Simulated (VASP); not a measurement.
**SiC (Moissanite 3C): single point with PBE**

**Measured values to compare with.**

“Insight into the structural, elastic and electronic properties of a new orthorhombic 6O-SiC polytype”, 2020, pmc:7200658 quotes, for a bulk crystal of SiC: band gap 2.4 eV (indirect).

Crystal: SiC (Moissanite 3C).

```
CELL_PARAMETERS angstrom
0.00000 2.17900 2.17900
2.17900 0.00000 2.17900
2.17900 2.17900 0.00000
ATOMIC_POSITIONS crystal
Si 0.00000 0.00000 0.00000
C 0.75000 0.75000 0.75000
```

```
Program             : VASP 6.6.1
Task                : single point
Functional          : PBE
Potentials or basis : VASP PAW PBE potentials, release 64 (Si, C)
Cutoff              : 520 eV
k mesh              : 10 × 10 × 10
Occupations         : gaussian, width 0.1 eV
Spin                : no spin polarisation
```

```yaml
Pressure: 3.2 GPa
Band_gap_on_the_k_mesh: 1.36 eV, indirect (least direct gap 4.54 eV)
```

Levels at points of the mesh, in eV from the valence-band top:
| k point | band 1 | band 2 | band 3 | band 4 | band 5 | band 6 | band 7 | band 8 |
| --- | --- | --- | --- | --- | --- | --- | --- | --- |
| (0.00, 0.00, 0.00) | -15.40 | 0.00 | 0.00 | 0.00 | 6.23 | 7.31 | 7.31 | 7.31 |
| (0.50, 0.00, 0.00) | -11.84 | -8.53 | -1.05 | -1.05 | 5.43 | 7.23 | 7.23 | 10.05 |
| (0.50, 0.50, 0.00) | -10.39 | -7.79 | -3.18 | -3.18 | 1.36 | 4.32 | 14.04 | 14.04 |

Wall time 8.7 s on 1 thread of AMD EPYC 7R13 Processor (Zen 3), with other jobs on the host, peak memory 0.1 GiB.

Measured gap of SiC: 2.4 eV (indirect; quoted in “Insight into the structural, elastic and electronic properties of a new orthorhombic 6O-SiC polytype”, 2020, pmc:7200658). This calculation gives 1.36 eV (-1.04 eV). The value is that of PBE on a finite k mesh, which can miss the band edges, without temperature or zero-point motion. Semilocal functionals fall short of measured gaps as a rule.
